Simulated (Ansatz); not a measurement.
## Field gradients at the nuclei in HfO2

The cell is a computed structure from the Materials Project (it need not be an observed phase), atoms as given.

```cif
data_HfO2
_symmetry_space_group_name_H-M 'P2_1/c'
_symmetry_Int_Tables_number 14
_cell_length_a 5.0942
_cell_length_b 5.1506
_cell_length_c 5.2762
_cell_angle_alpha 90.000
_cell_angle_beta 99.559
_cell_angle_gamma 90.000
loop_
_atom_site_label
_atom_site_type_symbol
_atom_site_symmetry_multiplicity
_atom_site_Wyckoff_symbol
_atom_site_fract_x
_atom_site_fract_y
_atom_site_fract_z
Hf Hf 4 e 0.2761 0.4581 0.7079
O5 O 4 e 0.4480 0.7425 0.9786
O9 O 4 e 0.0684 0.3308 0.3463
```

One atom of each set is listed.

Computed with Ansatz: DFT, PBE, plane waves and PAW (field gradients read without the response of the frozen cores, which leaves them typically 4 to 6 % off), scalar-relativistic, 420 eV cutoff, Γ-centred 5×5×5 k-points, Fermi–Dirac smearing 0.02 eV.

C_Q = eQV_zz/h, which is 24.18 MHz for Q = 1 b and V_zz = 10²¹ V/m²; η = (V_xx − V_yy)/V_zz.

¹⁷⁹Hf: I = 9/2, Q = 3793 mb; ¹⁷O: I = 5/2, Q = -25.58 mb. Q values from Pyykkö, Mol. Phys. 116, 1328 (2018).

Question: What field gradients does the calculation give at each kind of site?

Answer: 

```csv
site,atoms,first shell,V_zz (10²¹ V/m²),η,C_Q (MHz)
Hf,4,7 O at 2.03–2.24 Å,11.53,0.13,1058
O5,4,4 Hf at 2.13–2.24 Å,1.11,0.74,-0.688
O9,4,3 Hf at 2.03–2.13 Å,1.20,0.83,-0.745
```

At this cell the PBE pressure is 9 GPa, so with PBE the cell would grow if it were relaxed. The entry's cell may itself be off. Without spin–orbit coupling the gradients at and beside Hf can be off by some per cent, at some sites by more.
